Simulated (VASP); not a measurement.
## A series in volume per atom on YN

Plane-wave PAW density functional theory at fixed cell and atoms, no spin polarisation; stress and pressure are positive in compression. The results are calculated, by VASP 6.6.1.

Cell of the first row (space group Fm-3m, No. 225):
```
CELL_PARAMETERS angstrom
0.00000 2.44800 2.44800
2.44800 0.00000 2.44800
2.44800 2.44800 0.00000
ATOMIC_POSITIONS crystal
Y 0.00000 0.00000 0.00000
N 0.50000 0.50000 0.50000
```

Settings of every row: functional r2SCAN; spin orbit no; screening parameter 0 Å⁻¹; occupations Gaussian; smearing width 0.01 eV; wave cutoff 520 eV; datasets recommended PBE set; valence electrons 16; k mesh a 10; k mesh b 10; k mesh c 10.

Limits: the cell comes from a prototype or a list of computed structures and needn't be the stable phase.

```csv
row,volume per atom (Å³),pressure (GPa)
1,14.671,0.01
2,15.116,?
3,15.569,-8.93
4,16.031,-12.53
5,16.503,-15.63
```

Question: what pressure should row 2 give?

Worked fit of pressure. Take u = (V_r/V)^(2/3) − 1 with V_r = 15.8 Å³ an atom, which is twice the finite (Eulerian) strain; such expansions in the strain, on which the Birch-Murnaghan equation of state is built, carry the rest volume and the bulk modulus. The shown rows have u = 0.05067, 0.00987, -0.00963, -0.0286. Least squares give pressure = −10.806 + 184.79 × u + 565.8 × u² GPa; a straight line predicts inner rows, each left out in turn, worse (root mean square 0.54 against 0.0071 GPa). All shown rows lie on it to the printed digit. The pressure vanishes at u = 0.0506, or V = 14.67 Å³ an atom, and there the bulk modulus at fixed shape and fractions is B = −V dP/dV = (2/3)(1 + u) dP/du = 170 GPa. The withheld row has u = 0.02994, so the fit gives −10.806 + 184.79 × (0.02994) + 565.8 × (0.02994)² = -4.77 GPa.

The calculation gave -4.76 GPa. The fit lies 0.01 GPa (0.064 % of the column's range) below it, one unit of the last digit.
